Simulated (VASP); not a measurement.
Level of theory: PBEsol GGA, VASP's PBE PAW potentials (set 64) (plane waves; VASP 6.6.1).

Input for VASP

### POSCAR
```
LaAlO3
1.0
  3.7713465549   0.0000000000   0.0000000000
  0.0000000000   3.7713465549   0.0000000000
  0.0000000000   0.0000000000   3.7713465549
La Al O
1 1 3
direct
  0.0000000000   0.0000000000   0.0000000000
  0.5000000000   0.5000000000   0.5000000000
  0.5000000000   0.0000000000   0.5000000000
  0.0000000000   0.5000000000   0.5000000000
  0.5000000000   0.5000000000   0.0000000000
```

### KPOINTS
```
K-points
0
G
7 7 7
```

### INCAR
```
SYSTEM = LaAlO3
PREC = Accurate
ENCUT = 520
EDIFF = 1E-7
NELM = 100
ALGO = Normal
LREAL = .FALSE.
LASPH = .TRUE.
ISMEAR = -5
GGA = PS
LMAXMIX = 6
LWAVE = .FALSE.
LCHARG = .TRUE.
LORBIT = 11
NEDOS = 601
ISIF = 2
LEFG = .TRUE.
```

POTCAR, in this order: La Al O (PBE.64 set). Program: vasp_std.

The resulting files:

OUTCAR:
```
 ion  position               nearest neighbor table
   1  0.000  0.000  0.000-   3 2.67   4 2.67   5 2.67   3 2.67   4 2.67   4 2.67   5 2.67   4 2.67
                             3 2.67   5 2.67   3 2.67   5 2.67   2 3.27   2 3.27   2 3.27   2 3.27
   2  0.500  0.500  0.500-   3 1.89   4 1.89   5 1.89   5 1.89   3 1.89   4 1.89   1 3.27   1 3.27
                             1 3.27   1 3.27   1 3.27   1 3.27   1 3.27   1 3.27
   3  0.500  0.000  0.500-   2 1.89   2 1.89   1 2.67   1 2.67   1 2.67   1 2.67
   4  0.000  0.500  0.500-   2 1.89   2 1.89   1 2.67   1 2.67   1 2.67   1 2.67
   5  0.500  0.500  0.000-   2 1.89   2 1.89   1 2.67   1 2.67   1 2.67   1 2.67
  LATTYP: Found a simple cubic cell.
 ALAT       =     3.7713465549
 Subroutine PRICEL returns:
 Original cell was already a primitive cell.
 Subroutine GETGRP returns: Found 48 space group operations
The static configuration has the point symmetry O_h .
The dynamic configuration has the point symmetry O_h .
 Subroutine INISYM returns: Found 48 space group operations
 Subroutine IBZKPT returns following result:
 Found     20 irreducible k-points:

 Following reciprocal coordinates:
            Coordinates               Weight
  0.000000  0.000000  0.000000      1.000000
  0.142857  0.000000  0.000000      6.000000
  0.285714  0.000000  0.000000      6.000000
  0.428571  0.000000  0.000000      6.000000
  0.142857  0.142857  0.000000     12.000000
  0.285714  0.142857  0.000000     24.000000
  0.428571  0.142857  0.000000     24.000000
  0.285714  0.285714  0.000000     12.000000
  0.428571  0.285714  0.000000     24.000000
  0.428571  0.428571  0.000000     12.000000
  0.142857  0.142857  0.142857      8.000000
  0.285714  0.142857  0.142857     24.000000
  0.428571  0.142857  0.142857     24.000000
  0.285714  0.285714  0.142857     24.000000
  0.428571  0.285714  0.142857     48.000000
  0.428571  0.428571  0.142857     24.000000
  0.285714  0.285714  0.285714      8.000000
  0.428571  0.285714  0.285714     24.000000
  0.428571  0.428571  0.285714     24.000000
...
```

### OSZICAR
```
       N       E                     dE             d eps       ncg     rms          rms(c)
DAV:   1     0.320779377205E+03    0.32078E+03   -0.13946E+04   880   0.242E+03
DAV:   2     0.374714951858E+02   -0.28331E+03   -0.25783E+03  1000   0.379E+02
DAV:   3    -0.401801071860E+02   -0.77652E+02   -0.76141E+02  1236   0.208E+02
DAV:   4    -0.455593006136E+02   -0.53792E+01   -0.53566E+01  1288   0.529E+01
DAV:   5    -0.459298716820E+02   -0.37057E+00   -0.37030E+00  1272   0.123E+01    0.119E+01
DAV:   6    -0.421085799571E+02    0.38213E+01   -0.25306E+01  1196   0.321E+01    0.490E+00
DAV:   7    -0.421165567104E+02   -0.79768E-02   -0.11011E+00  1396   0.889E+00    0.249E+00
DAV:   8    -0.420916513930E+02    0.24905E-01   -0.10431E-01  1200   0.352E+00    0.483E-01
DAV:   9    -0.420897697177E+02    0.18817E-02   -0.20655E-02  1432   0.114E+00    0.191E-01
DAV:  10    -0.420903401132E+02   -0.57040E-03   -0.22722E-03  1128   0.391E-01    0.423E-02
DAV:  11    -0.420903943693E+02   -0.54256E-04   -0.30122E-04  1552   0.154E-01    0.295E-02
DAV:  12    -0.420904234821E+02   -0.29113E-04   -0.84614E-05  1312   0.661E-02    0.170E-02
DAV:  13    -0.420904297291E+02   -0.62470E-05   -0.46417E-05  1352   0.483E-02    0.475E-03
DAV:  14    -0.420904303136E+02   -0.58458E-06   -0.50404E-06  1380   0.141E-02    0.277E-03
DAV:  15    -0.420904302826E+02    0.31053E-07   -0.18548E-06  1264   0.111E-02    0.703E-04
DAV:  16    -0.420904303269E+02   -0.44281E-07   -0.15314E-07   836   0.384E-03
   1 F= -.42090430E+02 E0= -.42090430E+02  d E =0.000000E+00
```

### OUTCAR
```
------------------------ aborting loop because EDIFF is reached ----------------------------------------
  FORCE on cell =-STRESS in cart. coord.  units (eV):
  Direction    XX          YY          ZZ          XY          YZ          ZX
  --------------------------------------------------------------------------------------
  Total       -0.0118859     -0.0118859     -0.0118859      0.0000000     -0.0000000      0.0000000
  in kB       -0.3550215     -0.3550215     -0.3550215      0.0000000     -0.0000000      0.0000000
  external PRESSURE =      -0.3550215 kB  Pullay stress =       0.0000000 kB
  volume of cell :       53.64
      direct lattice vectors                 reciprocal lattice vectors
     3.771346555  0.000000000  0.000000000     0.265157281  0.000000000  0.000000000
     0.000000000  3.771346555  0.000000000     0.000000000  0.265157281  0.000000000
     0.000000000  0.000000000  3.771346555     0.000000000  0.000000000  0.265157281
 POSITION                                       TOTAL-FORCE (eV/Angst)
 -----------------------------------------------------------------------------------
      0.00000      0.00000      0.00000         0.000000      0.000000      0.000000
      1.88567      1.88567      1.88567         0.000000      0.000000      0.000000
      1.88567      0.00000      1.88567         0.000000      0.000000      0.000000
      0.00000      1.88567      1.88567         0.000000      0.000000      0.000000
      1.88567      1.88567      0.00000         0.000000      0.000000      0.000000
 -----------------------------------------------------------------------------------
    total drift:                                0.000000      0.000000      0.000000
  FREE ENERGIE OF THE ION-ELECTRON SYSTEM (eV)
  ---------------------------------------------------
  free  energy   TOTEN  =       -42.0904303269 eV

  energy  without entropy=      -42.0904303269  energy(sigma->0) =      -42.09043033

 total charge

# of ion       s       p       d       f       tot
--------------------------------------------------
    1        2.022   5.691   0.564   0.217   8.494
    2        0.310   0.420   0.000   0.000   0.730
    3        1.547   3.544   0.000   0.000   5.091
    4        1.547   3.544   0.000   0.000   5.091
    5        1.547   3.544   0.000   0.000   5.091
--------------------------------------------------
tot          6.974  16.744   0.564   0.217  24.498
```
(Selected blocks of OUTCAR.)

**OUTCAR**
```
 val. band max:        7.9934168211   @ k =   0.4286   0.4286   0.4286

 cond. band min:      11.5037353693   @ k =   0.0000   0.0000   0.0000


 Fermi energy:         8.0234333324

 k-point     1 :       0.0000    0.0000    0.0000
  band No.  band energies     occupation
      1     -22.2299      2.00000
      2     -10.0355      2.00000
      3      -7.9131      2.00000
      4      -7.9131      2.00000
      5      -5.8197      2.00000
      6      -5.8197      2.00000
      7      -5.8197      2.00000
      8       3.6176      2.00000
      9       3.6176      2.00000
     10       3.6176      2.00000
     11       6.5898      2.00000
     12       6.5898      2.00000
     13       6.5898      2.00000
     14       7.9791      2.00000
     15       7.9791      2.00000
     16       7.9791      2.00000
     17      11.5037      0.00000
     18      11.5037      0.00000
     19      12.9037      0.00000
     20      13.1635      0.00000

 k-point     2 :       0.1429    0.0000    0.0000
  band No.  band energies     occupation
      1     -22.2104      2.00000
      2     -10.0978      2.00000
      3      -8.1629      2.00000
      4      -7.8997      2.00000
      5      -5.7835      2.00000
      6      -5.7835      2.00000
      7      -5.5063      2.00000
      8       3.5706      2.00000
      9       3.5706      2.00000
     10       3.6265      2.00000
     11       6.2878      2.00000
     12       6.4482      2.00000
     13       6.4482      2.00000
     14       7.5565      2.00000
     15       7.8330      2.00000
     16       7.8330      2.00000
     17      11.8147      0.00000
     18      11.9338      0.00000
     19      12.8545      0.00000
     20      13.1018      0.00000

 k-point     3 :       0.2857    0.0000    0.0000
  band No.  band energies     occupation
      1     -22.1659      2.00000
      2     -10.2834      2.00000
      3      -8.4854      2.00000
      4      -7.8688      2.00000
      5      -5.6997      2.00000
...
```

The compound is LaAlO3 in the cubic perovskite structure, the ideal cubic form; the compound distorts at low or room temperature. It was relaxed first.
